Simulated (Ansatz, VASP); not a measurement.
AgCl in VASP and in Ansatz

Contents of INCAR:

```
SYSTEM = AgCl
ALGO = Normal ; EDIFF = 1E-6
ENCUT = 520 ; GGA = PS
ISIF = 2 ; ISMEAR = -1
LASPH = .TRUE. ; LCHARG = .FALSE.
LREAL = .FALSE. ; LWAVE = .FALSE.
NBANDS = 16 ; NELM = 60
PREC = Accurate ; SIGMA = 0.01
```

File KPOINTS:

```
k-points
0
G
  9 9 9
  0 0 0
```

Contents of POSCAR:

```
AgCl
1.0
    0.0000000000      2.7176870000      2.7731500000
    2.7176870000      0.0000000000      2.7731500000
    2.7176870000      2.7176870000      0.0000000000
Ag Cl
1 1
Direct
    0.5000000000      0.5000000000      0.5000000000
    0.0000000000      0.0000000000      0.0000000000
```

Input for Ansatz:

```yaml
crystal:
  lattice:
    - [0.0, 2.717687, 2.77315]
    - [2.717687, 0.0, 2.77315]
    - [2.717687, 2.717687, 0.0]
  atoms:
    - { symbol: Ag, position: [0.5, 0.5, 0.5] }
    - { symbol: Cl, position: [0.0, 0.0, 0.0] }
kpoints:
  mp_grid: { grid: [9, 9, 9] }
  band_path:
    path:
      - [0.0, 0.0, 0.0]
      - [0.0, 0.5, 0.5]
      - [0.25, 0.75, 0.5]
      - [0.0, 0.5, 0.0]
      - [0.0, 0.0, 0.0]
      - [0.5, 0.5, 0.0]
      - [0.37005, 0.62995, 0.0]
      - [-0.37005, 0.37005, 0.0]
      - [0.0, 0.0, 0.0]
    npoints: 5
scf:
  occupations: { method: fermi_dirac, width: 0.01 }
hamiltonian:
  xc: pbesol
  pseudopotentials: { kind: all_electron, lapw: { basis_error: 0.0005 } }
output:
  forces: true
  stress: true
  eigenvalues: true
```

Change from the starting cell: equal xx and yy strain of -2 %.

Alike in both runs: task single point; functional PBEsol; k mesh 9 × 9 × 9; occupations fermi-dirac, width 0.01 eV; no spin polarisation.

|  | VASP | Ansatz |
| --- | --- | --- |
| version | VASP 6.6.1 | Ansatz 0.2.0 |
| potentials or method | VASP PAW PBE potentials, release 64 (Ag, Cl) | all-electron LAPW, scalar-relativistic |
| plane-wave cutoff (eV) | 520 | see its input |

Ansatz gave:

```
gap on the k mesh at the Fermi level (eV)       : 0.72
pressure (GPa)                                  : -0.7
largest component of the traceless stress (GPa) : 0.36
```

Question: What did VASP give for the same quantities?

Answer: gap on the k mesh at the Fermi level (eV): 0.71; pressure (GPa): -0.8; largest component of the traceless stress (GPa): 0.35.

Ansatz ran all-electron here, so the differences hold the error of VASP's frozen core and of both bases.

Caveats: the PAW data sets were made with another functional, which shifts forces and pressure a little (VASP); an odd mesh through Γ misses points on the zone boundary, where band edges often lie.
